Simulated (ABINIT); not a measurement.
# ZnSe (Stilleite) (F-43m) in ABINIT: further runs

The runs below take ZnSe (Stilleite) through single point, relaxation of cell and atoms, with LDA.

Program: ABINIT 10.8.3 (patched build). These are calculated values, not measurements. Logs are shortened: lines on timing, memory, paths and dates and some standing lists are left out, and cuts for length are marked. The log counts tension as positive stress, the text compression.

**The experiment to reproduce.**

From “Alloy Disordering Effects on the Thermal Conductivity and Energy Gap Temperature Dependence of Cd1−xZnxSe Ternary Crystals Grown by the Bridgman Method”, 2023, pmc:10253836, for a bulk crystal of ZnSe at 300 K: band gap 2.695 ± 0.003 eV (an exciton energy, a little under the gap).

How close the calculation comes is told below.

## 1. The structure

Symmetry: F-43m, No. 216, cubic system. The conventional cell has a = 5.668 Å, b = 5.668 Å, c = 5.668 Å, α = 90.00°, β = 90.00°, γ = 90.00°. Se (site symmetry -43m) is surrounded by 4 Zn at 2.45 Å. Around Zn (site symmetry -43m) lie 4 Se at 2.45 Å.

## 2. Single point, LDA

The input, run.abi:

```
# Pseudopotentials
pp_dirpath "./"
pseudos "Se.hgh, Zn.hgh"

# Structure
acell 7.5732633804 7.5732633804 7.5732633804
rprim
     0.0000000000     0.7071067812     0.7071067812
     0.7071067812     0.0000000000     0.7071067812
     0.7071067812     0.7071067812     0.0000000000
ntypat 2
znucl 34 30
natom 2
typat 1 2
xred
     0.7500000000     0.7500000000     0.7500000000
     0.0000000000     0.0000000000     0.0000000000

# Plane-wave basis
ecut 380.959407 eV

# k points
kptopt 1
ngkpt 6 6 6
nshiftk 1
shiftk 0.0 0.0 0.0

# Exchange and correlation
ixc 7

# Bands and occupations
nband 8
occopt 3
tsmear 0.00183747

# SCF cycle
nstep 100
tolvrs 1.0e-10

# Output
iomode 3
prtwf 0
prtden 0
prteig 0
prtebands 0
enunit 1
```

Potentials or basis: HGH LDA.

Launch:

```sh
abinit run.abi > log 2>&1
```

run.abo:

```text
.Version 10.8.3 of ABINIT
 Symmetries : space group F-4 3 m (#216); Bravais cF (face-center cubic)
================================================================================
 Values of the parameters that define the memory need of the present run
     intxc =       0    ionmov =       0      iscf =       7    lmnmax =       6
     lnmax =       6     mgfft =      27  mpssoang =       3    mqgrid =    3001
     natom =       2  nloc_mem =       1    nspden =       1   nspinor =       1
    nsppol =       1      nsym =      24    n1xccc =       0    ntypat =       2
    occopt =       3   xclevel =       1
       mpw =         777          nfft =       19683          nkpt =          16
================================================================================
================================================================================

--------------------------------------------------------------------------------
------------- Echo of variables that govern the present computation ------------
--------------------------------------------------------------------------------
 -outvars: echo values of preprocessed input variables --------
            acell      7.5732633804E+00  7.5732633804E+00  7.5732633804E+00 Bohr
              amu      7.89600000E+01  6.53900000E+01
             ecut      1.40000000E+01 Hartree
           enunit           1
              ixc           7
         kptrlatt        6    0    0      0    6    0      0    0    6
          kptrlen      4.54395803E+01
            natom           2
            nband           8
            ngfft          27      27      27
             nkpt          16
            nstep         100
             nsym          24
           ntypat           2
           occopt           3
           prtden           0
        prtebands           0
           prteig           0
            prtwf           0
            rprim      0.0000000000E+00  7.0710678120E-01  7.0710678120E-01
                       7.0710678120E-01  0.0000000000E+00  7.0710678120E-01
                       7.0710678120E-01  7.0710678120E-01  0.0000000000E+00
          spgroup         216
           tolvrs      1.00000000E-10
           tsmear      1.83747000E-03 Hartree
            typat      1  2
           xangst      4.2506999972E+00  4.2506999972E+00  4.2506999972E+00
                       0.0000000000E+00  0.0000000000E+00  0.0000000000E+00
            xcart      8.0326588381E+00  8.0326588381E+00  8.0326588381E+00
                       0.0000000000E+00  0.0000000000E+00  0.0000000000E+00
             xred      7.5000000000E-01  7.5000000000E-01  7.5000000000E-01
                       0.0000000000E+00  0.0000000000E+00  0.0000000000E+00
            znucl       34.00000   30.00000

================================================================================

 chkinp: Checking input parameters for consistency.

================================================================================
== DATASET  1 ==================================================================

--- !DatasetInfo
iteration_state: {dtset: 1, }
dimensions: {natom: 2, nkpt: 16, mband: 8, nsppol: 1, nspinor: 1, nspden: 1, mpw: 777, }
cutoff_energies: {ecut:  14.0, pawecutdg:  -1.0, }
electrons: {nelect:   8.00000000E+00, charge:   0.00000000E+00, occopt:   3.00000000E+00, tsmear:   1.83747000E-03, }
meta: {optdriver: 0, ionmov: 0, optcell: 0, iscf: 7, paral_kgb: 0, }
...

 Exchange-correlation functional for the present dataset will be:
  LDA: Perdew-Wang 92 LSD fit to Ceperley-Alder data - ixc=7
  J.P.Perdew and Y.Wang, PRB 45, 13244 (1992)

 Real(R)+Recip(G) space primitive vectors, cartesian coordinates (Bohr,Bohr^-1):
 R(1)=  0.0000000  5.3551059  5.3551059  G(1)= -0.0933688  0.0933688  0.0933688
 R(2)=  5.3551059  0.0000000  5.3551059  G(2)=  0.0933688 -0.0933688  0.0933688
 R(3)=  5.3551059  5.3551059  0.0000000  G(3)=  0.0933688  0.0933688 -0.0933688
 Unit cell volume ucvol=  3.0713845E+02 bohr^3
 Angles (23,13,12)=  6.00000000E+01  6.00000000E+01  6.00000000E+01 degrees

 getcut: wavevector=  0.0000  0.0000  0.0000  ngfft=  27  27  27
         ecut(hartree)=     14.000   => boxcut(ratio)=   2.04128

--- Pseudopotential description ------------------------------------------------
- pspini: atom type   1  psp file is ./Se.hgh
    3    1    2    0      2001   0.00000      pspcod,pspxc,lmax,lloc,mmax,r2well

 pspatm : COMMENT -
  the projectors are not normalized,
  so that the KB energies are not consistent with
  definition in PRB44, 8503 (1991).
  However, this does not influence the results obtained hereafter.

- pspini: atom type   2  psp file is ./Zn.hgh
    3    1    2    0      2001   0.00000      pspcod,pspxc,lmax,lloc,mmax,r2well

 pspatm : COMMENT -
  the projectors are not normalized,
  so that the KB energies are not consistent with
  definition in PRB44, 8503 (1991).
[... 19 lines left out ...]
 ETOT  6  -10.670574169619    -4.109E-09 3.165E-04 3.631E-07
 ETOT  7  -10.670574169662    -4.268E-11 3.445E-05 2.301E-08
 ETOT  8  -10.670574169666    -3.842E-12 5.840E-05 7.286E-11

 At SCF step    8       vres2   =  7.29E-11 < tolvrs=  1.00E-10 =>converged.

 Cartesian components of stress tensor (hartree/bohr^3)
  sigma(1 1)=  5.26748050E-04  sigma(3 2)=  0.00000000E+00
  sigma(2 2)=  5.26748050E-04  sigma(3 1)=  0.00000000E+00
  sigma(3 3)=  5.26748050E-04  sigma(2 1)=  0.00000000E+00

--- !ResultsGS
iteration_state: {dtset: 1, }
comment   : Summary of ground state results
lattice_vectors:
- [  0.0000000,   5.3551059,   5.3551059, ]
- [  5.3551059,   0.0000000,   5.3551059, ]
- [  5.3551059,   5.3551059,   0.0000000, ]
lattice_lengths: [   7.57326,    7.57326,    7.57326, ]
lattice_angles: [ 60.000,  60.000,  60.000, ] # degrees, (23, 13, 12)
lattice_volume:   3.0713845E+02
convergence: {deltae: -3.842E-12, res2:  7.286E-11, residm:  5.840E-05, diffor: null, }
etotal    :  -1.06705742E+01
entropy   :   0.00000000E+00
fermie    :   8.35585895E-02
cartesian_stress_tensor: # hartree/bohr^3
- [  5.26748050E-04,   0.00000000E+00,   0.00000000E+00, ]
- [  0.00000000E+00,   5.26748050E-04,   0.00000000E+00, ]
- [  0.00000000E+00,   0.00000000E+00,   5.26748050E-04, ]
pressure_GPa:  -1.5497E+01
xred      :
- [  7.5000E-01,   7.5000E-01,   7.5000E-01, Se]
- [  0.0000E+00,   0.0000E+00,   0.0000E+00, Zn]
cartesian_forces: # hartree/bohr
- [ -0.00000000E+00,  -0.00000000E+00,  -0.00000000E+00, ]
- [ -0.00000000E+00,  -0.00000000E+00,  -0.00000000E+00, ]
force_length_stats: {min:   0.00000000E+00, max:   0.00000000E+00, mean:   0.00000000E+00, }
...

 Integrated electronic density in atomic spheres:
 ------------------------------------------------
 Atom  Sphere_radius  Integrated_density
    1        2.00000          3.26352406
    2        2.00000          0.61507173
================================================================================

 ----iterations are completed or convergence reached----

 Mean square residual over all n,k,spin=   45.680E-08; max=  58.401E-06
 reduced coordinates (array xred) for    2 atoms
       0.750000000000      0.750000000000      0.750000000000
       0.000000000000      0.000000000000      0.000000000000
 rms dE/dt=  0.0000E+00; max dE/dt=  0.0000E+00; dE/dt below (all hartree)
    1       0.000000000000      0.000000000000      0.000000000000
    2       0.000000000000      0.000000000000      0.000000000000

 cartesian coordinates (angstrom) at end:
    1      4.25069999721944     4.25069999721944     4.25069999721944
    2      0.00000000000000     0.00000000000000     0.00000000000000

 cartesian forces (hartree/bohr) at end:
    1     -0.00000000000000    -0.00000000000000    -0.00000000000000
    2     -0.00000000000000    -0.00000000000000    -0.00000000000000
 frms,max,avg= 0.0000000E+00 0.0000000E+00   0.000E+00  0.000E+00  0.000E+00 h/b

 cartesian forces (eV/Angstrom) at end:
    1     -0.00000000000000    -0.00000000000000    -0.00000000000000
    2     -0.00000000000000    -0.00000000000000    -0.00000000000000
 frms,max,avg= 0.0000000E+00 0.0000000E+00   0.000E+00  0.000E+00  0.000E+00 e/A
 length scales=  7.573263380400  7.573263380400  7.573263380400 bohr
              =  4.007598390355  4.007598390355  4.007598390355 angstroms
 Fermi (or HOMO) energy (eV) =   2.27375   Average Vxc (eV)=  -8.34394
 Eigenvalues (   eV  ) for nkpt=  16  k points:
 kpt#   1, nband=  8, wtk=  0.00463, kpt=  0.0000  0.0000  0.0000 (reduced coord)
 -11.44641    1.43833    1.43833    1.43833    3.05081    7.63199    7.63199    7.63199
 prteigrs : prtvol=0 or 1, do not print more k-points.

--- !EnergyTerms
iteration_state     : {dtset: 1, }
comment             : Components of total free energy in Hartree
kinetic             :  3.76006015541620E+00
hartree             :  1.36507355628379E+00
xc                  : -2.54315958455422E+00
Ewald energy        : -9.46017456649997E+00
psp_core            :  3.61748336392274E-01
local_psp           : -5.20005554171421E+00
non_local_psp       :  1.04593347511493E+00
internal            : -1.06705741695612E+01
'-kT*entropy'       : -1.04666214787321E-10
total_energy        : -1.06705741696659E+01
total_energy_eV     : -2.90361115197166E+02
band_energy         : -9.83430071725706E-01
...

 Cartesian components of stress tensor (hartree/bohr^3)
  sigma(1 1)=  5.26748050E-04  sigma(3 2)=  0.00000000E+00
  sigma(2 2)=  5.26748050E-04  sigma(3 1)=  0.00000000E+00
  sigma(3 3)=  5.26748050E-04  sigma(2 1)=  0.00000000E+00

-Cartesian components of stress tensor (GPa)         [Pressure= -1.5497E+01 GPa]
- sigma(1 1)=  1.54974627E+01  sigma(3 2)=  0.00000000E+00
- sigma(2 2)=  1.54974627E+01  sigma(3 1)=  0.00000000E+00
- sigma(3 3)=  1.54974627E+01  sigma(2 1)=  0.00000000E+00

== END DATASET(S) ==============================================================
================================================================================

 -outvars: echo values of variables after computation  --------
            acell      7.5732633804E+00  7.5732633804E+00  7.5732633804E+00 Bohr
           etotal     -1.0670574170E+01
            fcart     -0.0000000000E+00 -0.0000000000E+00 -0.0000000000E+00
                      -0.0000000000E+00 -0.0000000000E+00 -0.0000000000E+00
            rprim      0.0000000000E+00  7.0710678120E-01  7.0710678120E-01
                       7.0710678120E-01  0.0000000000E+00  7.0710678120E-01
                       7.0710678120E-01  7.0710678120E-01  0.0000000000E+00
           strten      5.2674805003E-04  5.2674805003E-04  5.2674805003E-04
                       0.0000000000E+00  0.0000000000E+00  0.0000000000E+00
           xangst      4.2506999972E+00  4.2506999972E+00  4.2506999972E+00
                       0.0000000000E+00  0.0000000000E+00  0.0000000000E+00
             xred      7.5000000000E-01  7.5000000000E-01  7.5000000000E-01
                       0.0000000000E+00  0.0000000000E+00  0.0000000000E+00
 Calculation completed.
```

Run time: 2 s. Hardware: 1 thread of Intel Xeon Platinum 8488C (Sapphire Rapids), shared host; peak memory 0.07 GiB.

Results:

| Item | Value |
| --- | --- |
| Free energy | -290.3611 eV |
| Band gap on the k mesh | 1.61 eV, direct |
| Valence electrons inside the program's atomic spheres | Se 3.26; Zn 0.62 |

Caveat: the cutoff is too short for stress, so the log's stress isn't used; HGH potentials are hard and often keep d shells in the core, so these values are rough.

## 3. Single point, LDA

The input, run.abi:

```
# Pseudopotentials
pp_dirpath "./"
pseudos "Se.LDA_PW-JTH.xml, Zn.LDA_PW-JTH.xml"

# Structure
acell 7.5732633804 7.5732633804 7.5732633804
rprim
     0.0000000000     0.7071067812     0.7071067812
     0.7071067812     0.0000000000     0.7071067812
     0.7071067812     0.7071067812     0.0000000000
ntypat 2
znucl 34 30
natom 2
typat 1 2
xcart
     4.2507000000     4.2507000000     4.2507000000
     0.0000000000     0.0000000000     0.0000000000 Angstrom

# Plane-wave basis
ecut 15.0
pawecutdg 30.0

# k points
kptopt 1
ngkpt 6 6 6
nshiftk 1
shiftk 0.0 0.0 0.0

# Exchange and correlation
ixc 7

# Bands and occupations
nband 13
occopt 3
tsmear 0.05 eV

# SCF cycle
nstep 100
tolvrs 1.0e-9

# Output
iomode 3
prtwf 0
prtden 0
prteig 0
prtebands 0
```

Potentials or basis: JTH PAW LDA v2.0.

Launch:

```sh
abinit run.abi > log 2>&1
```

Run time: 9.2 s. Hardware: 1 thread of Intel Xeon Platinum 8488C (Sapphire Rapids), shared host; peak memory 0.08 GiB.

The run converged. Its results:

```
Free energy                                           : -2020.1984 eV
Band gap on the k mesh                                : 1.02 eV, direct
Valence electrons inside the program's atomic spheres : Se 4.01; Zn 10.78
```

Levels at points of the mesh, in eV from the valence-band top:
```csv
k point,band 5,band 6,band 7,band 8,band 9,band 10,band 11,band 12,band 13
"(0.00, 0.00, 0.00)",-6.30,-6.30,0.00,0.00,0.00,1.02,5.70,5.70,5.70
"(0.50, 0.00, 0.00)",-6.28,-6.14,-5.30,-0.88,-0.88,2.34,6.29,6.29,8.35
"(0.50, 0.50, 0.00)",-6.25,-6.12,-4.84,-2.21,-2.21,2.80,3.31,10.49,11.10
```

Caveat: the cutoff is too short for stress, so the log's stress isn't used.

## 4. Single point, LDA

The input, run.abi:

```
pp_dirpath "./"
pseudos "Se.upf, Zn.upf"

acell 7.5732633804 7.5732633804 7.5732633804
rprim
     0.0000000000     0.7071067812     0.7071067812
     0.7071067812     0.0000000000     0.7071067812
     0.7071067812     0.7071067812     0.0000000000
ntypat 2
znucl 34 30
natom 2
typat 1 2
xred
     0.7500000000     0.7500000000     0.7500000000
     0.0000000000     0.0000000000     0.0000000000

ecut 39.0

kptopt 1
ngkpt 6 6 6
nshiftk 1
shiftk 0.0 0.0 0.0

ixc 7

nband 22
occopt 3
tsmear 0.00183747

nstep 100
tolvrs 1.0e-10

iomode 3
prtwf 0
prteig 0
prtebands 0
prtden 1
prtvha 1
prtvclmb 1
prtpot 1
prtelf 1
```

Potentials or basis: PseudoDojo NC SR LDA v0.4.1 standard.

Launch:

```sh
mpirun --bind-to none -np 4 abinit run.abi > log 2>&1
```

Run time: 15 s. Hardware: 4 MPI ranks of Arm Neoverse V2, shared host; peak memory 0.28 GiB.

The run converged. Its results:

```yaml
Free_energy: -8983.8674 eV
Pressure: -3.9 GPa
Band_gap_on_the_k_mesh: 1.03 eV, direct
Valence_electrons_inside_the_program's_atomic_spheres: Se 13.26; Zn 18.14
```

Levels at points of the mesh, in eV from the valence-band top:
| k point | band 16 | band 17 | band 18 | band 19 | band 20 | band 21 |
| --- | --- | --- | --- | --- | --- | --- |
| (0.00, 0.00, 0.00) | 0.00 | 0.00 | 0.00 | 1.03 | 5.72 | 5.72 |
| (0.50, 0.00, 0.00) | -5.29 | -0.87 | -0.87 | 2.35 | 6.30 | 6.30 |
| (0.50, 0.50, 0.00) | -4.83 | -2.20 | -2.20 | 2.82 | 3.33 | 10.49 |

## 5. Relaxation of cell and atoms, LDA

The input, run.abi:

```
# Pseudopotentials
pp_dirpath "./"
pseudos "Se.upf, Zn.upf"

# Structure
acell 7.5732633804 7.5732633804 7.5732633804
rprim
     0.0000000000     0.7071067812     0.7071067812
     0.7071067812     0.0000000000     0.7071067812
     0.7071067812     0.7071067812     0.0000000000
ntypat 2
znucl 34 30
natom 2
typat 1 2
chkprim 0
chksymtnons 0
tolsym 1.0e-6
xred
            3/4            3/4            3/4
            0.0            0.0            0.0

# Plane-wave basis
ecut 43.0
ecutsm 0.5

# k points
kptopt 1
ngkpt 6 6 6
nshiftk 1
shiftk 0.0 0.0 0.0

# Exchange and correlation
ixc 7

# Bands and occupations
nband 22
occopt 3
tsmear 0.05 eV

# SCF cycle
nstep 80
tolvrs 1.0e-12

# Output
iomode 3
prteig 0
prtebands 0
prtwf 0
prtden 0

# Relaxation
ionmov 2
optcell 2
ntime 50
tolmxf 2.0e-5
dilatmx 1.08
```

Launch:

```sh
mpirun --bind-to none -np 4 abinit run.abi > log 2>&1
```

Wall time 1.8 min (4 MPI ranks of Arm Neoverse V1, shared host); peak memory 0.36 GiB.

The run converged. Its results:

| Item | Value |
| --- | --- |
| Free energy | -8983.8991 eV |
| Relaxed volume | 21.57 Å³/atom |
| Relaxed cell | a = 3.937 Å, b = 3.937 Å, c = 3.937 Å, α = 60.00°, β = 60.00°, γ = 60.00° |
| Space group after relaxing (to 0.05 Å) | F-43m (No. 216) |
| Energy gained by relaxing | 13.2 meV/atom |
| Ionic steps | 5 |
| Pressure after relaxing | 0.0 GPa |
| Band gap on the k mesh | 1.25 eV, direct |

Step by step:
```
step  energy change (eV)  largest force (eV/Å)  pressure (GPa)  volume (Å³)
   1              0.0000                0.0000           -3.40        45.51
   2             -0.0091                0.0000           -2.80        45.04
   3             -0.0263                0.0000            0.26        42.99
   4             -0.0265                0.0000           -0.02        43.15
   5             -0.0265                0.0000            0.00        43.14
```

Final structure:
```
CELL_PARAMETERS angstrom
0.00000 2.78368 2.78368
2.78368 0.00000 2.78368
2.78368 2.78368 0.00000
ATOMIC_POSITIONS crystal
Se 0.75000 0.75000 0.75000
Zn 0.00000 0.00000 0.00000
```

A k mesh can miss the band edges. Zero-point motion and thermal expansion aren't in these numbers.

## 6. Single point, LDA (cell relaxed)

The input, run.abi:

```
# Pseudopotentials
pp_dirpath "./"
pseudos "Se.upf, Zn.upf"

# Structure
acell 3.9367120555 3.9367120555 3.9367120555 Angstrom
rprim
     0.0000000000     0.7071067812     0.7071067812
     0.7071067812     0.0000000000     0.7071067812
     0.7071067812     0.7071067812     0.0000000000
ntypat 2
znucl 34 30
natom 2
typat 1 2
xred
     0.7500000000     0.7500000000     0.7500000000
     0.0000000000     0.0000000000     0.0000000000
chkprim 0
chksymtnons 0
tolsym 1.0e-6

# Plane-wave basis
ecut 1170.089609 eV

# k points
kptopt 1
ngkpt 6 6 6
nshiftk 1
shiftk 0.0 0.0 0.0

# Exchange and correlation
ixc 7

# Bands and occupations
nband 22
occopt 3
tsmear 0.05 eV

# SCF cycle
nstep 100
tolvrs 1.0e-10

# Output
iomode 3
prtwf 0
prtden 0
prteig 0
prtebands 0
```

Potentials or basis: PseudoDojo NC SR LDA v0.4.1 standard.

Launch:

```sh
mpirun --bind-to none -np 4 abinit run.abi > log 2>&1
```

It took 20 s on 4 MPI ranks of Arm Neoverse V1, shared host; peak memory 0.28 GiB.

Results (log left out):

```yaml
Free_energy: -8983.8991 eV
Pressure: 0.0 GPa
Band_gap_on_the_k_mesh: 1.25 eV, direct
Valence_electrons_inside_the_program's_atomic_spheres: Se 13.28; Zn 18.15
```

Levels at points of the mesh, in eV from the valence-band top:
| k point | band 14 | band 15 | band 16 | band 17 | band 18 | band 19 | band 20 | band 21 | band 22 |
| --- | --- | --- | --- | --- | --- | --- | --- | --- | --- |
| (0.00, 0.00, 0.00) | -6.45 | -6.45 | 0.00 | 0.00 | 0.00 | 1.25 | 5.70 | 5.70 | 5.70 |
| (0.50, 0.00, 0.00) | -6.42 | -6.27 | -5.64 | -0.95 | -0.95 | 2.45 | 6.29 | 6.29 | 8.48 |
| (0.50, 0.50, 0.00) | -6.39 | -6.25 | -5.06 | -2.40 | -2.40 | 2.69 | 3.32 | 10.90 | 11.46 |

## 7. Overview

| task | potentials or basis | cell | cutoff (eV) | fine-grid cutoff | cell freedom (optcell) | optimiser (ionmov) | cutoff smearing ecutsm (Ha) | force stop (Ha/bohr) | gap on the mesh (eV) | pressure (GPa) |
| --- | --- | --- | --- | --- | --- | --- | --- | --- | --- | --- |
| single point | JTH PAW LDA v2.0 | as given | 408 | 816.342 eV | - | - | - | - | 1.02 | - |
| single point | PseudoDojo NC SR LDA v0.4.1 standard | as given | 1061 | - | - | - | - | - | 1.03 | -3.9 |
| relaxation of cell and atoms | PseudoDojo NC SR LDA v0.4.1 standard | relaxed | 1170 | - | 2 | 2 | 0.5 | 2e-05 | 1.25 | 0.0 |
| single point | PseudoDojo NC SR LDA v0.4.1 standard | cell relaxed | 1170 | - | - | - | - | - | 1.25 | 0.0 |

Alike in all rows: level LDA; no spin polarisation; k mesh 6 × 6 × 6; smearing fermi-dirac 0.05 eV.

Total energies depend on the potentials used, so only differences within one code and one set of settings carry meaning.

## 8. Comparison with measurements

Step 4. A measured gap of ZnSe is 2.695 eV (an exciton energy, a little under the gap; 300 K; “Alloy Disordering Effects on the Thermal Conductivity and Energy Gap Temperature Dependence of Cd1−xZnxSe Ternary Crystals Grown by the Bridgman Method”, 2023, pmc:10253836); the calculated 1.03 eV misses it by -1.67 eV. So large a miss can be the level of theory's own, or it may mean another phase, state or a wrong row. Spin-orbit coupling on Se is left out. The value is that of LDA, without temperature or zero-point motion. Semilocal functionals fall short of measured gaps as a rule.
